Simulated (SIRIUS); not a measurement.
Here is a SIRIUS 7.10.0 calculation.

Contents of sirius.json:

```json
{
  "control": {
    "processing_unit": "cpu",
    "verbosity": 2,
    "num_bands_to_print": 22,
    "print_forces": true,
    "print_stress": true
  },
  "parameters": {
    "electronic_structure_method": "pseudopotential",
    "xc_functionals": ["XC_GGA_X_PBE", "XC_GGA_C_PBE"],
    "gk_cutoff": 9.2,
    "pw_cutoff": 18.4,
    "ngridk": [8, 8, 8],
    "shiftk": [0, 0, 0],
    "smearing": "fermi_dirac",
    "smearing_width": 0.0018374661,
    "num_bands": 22,
    "num_mag_dims": 0,
    "num_dft_iter": 100,
    "energy_tol": 1e-08,
    "density_tol": 1e-06
  },
  "iterative_solver": {
    "type": "davidson",
    "min_tolerance": 1e-10
  },
  "mixer": {
    "type": "anderson",
    "beta": 0.7,
    "max_history": 8
  },
  "settings": {
    "tol_ne": 1e-10
  },
  "unit_cell": {
    "lattice_vectors": [
      [0.0, 5.341972295398, 5.341972295398],
      [5.341972295398, 0.0, 5.341972295398],
      [5.341972295398, 5.341972295398, 0.0]
    ],
    "atom_coordinate_units": "lattice",
    "atom_types": ["As", "Ga"],
    "atom_files": {
      "Ga": "Ga.json",
      "As": "As.json"
    },
    "atoms": {
      "As": [
        [0.75, 0.75, 0.75]
      ],
      "Ga": [
        [0.0, 0.0, 0.0]
      ]
    }
  }
}
```

Potentials or basis: PseudoDojo 0.4.1 PBE standard (scalar relativistic).

The run is started by

```sh
$ upf_to_json Ga.upf
$ upf_to_json As.upf
$ OMP_NUM_THREADS=1 sirius.scf --input=sirius.json --output=out.json --task=0
```

Problem. Predict the band gap on the k mesh.

Solution. 0.52 eV.

Problem. Predict the pressure.

Solution. 3.4 GPa.

**The experiment to reproduce.**

From “Evidence of valence band perturbations in GaAsN/GaAs(001): A combined variable-angle spectroscopic ellipsometry and modulated photoreflectance investigation”, 2008, arxiv:0805.2212, for a bulk crystal of GaAs at 300 K: band gap 1.418 ± 0.005 eV (direct).

Against the measured gap of GaAs, 1.418 eV (direct; 300 K; “Evidence of valence band perturbations in GaAsN/GaAs(001): A combined variable-angle spectroscopic ellipsometry and modulated photoreflectance investigation”, 2008, arxiv:0805.2212), the calculated 0.52 eV is off by -0.90 eV. 3 values of this kind are on record (1.412 to 1.51 eV); this one was drawn at random among those near their median, those with a stated uncertainty first. Spin-orbit coupling on As, Ga is left out. The value is that of PBE on a finite k mesh, which can miss the band edges, without temperature or zero-point motion. Semilocal functionals fall short of measured gaps as a rule.
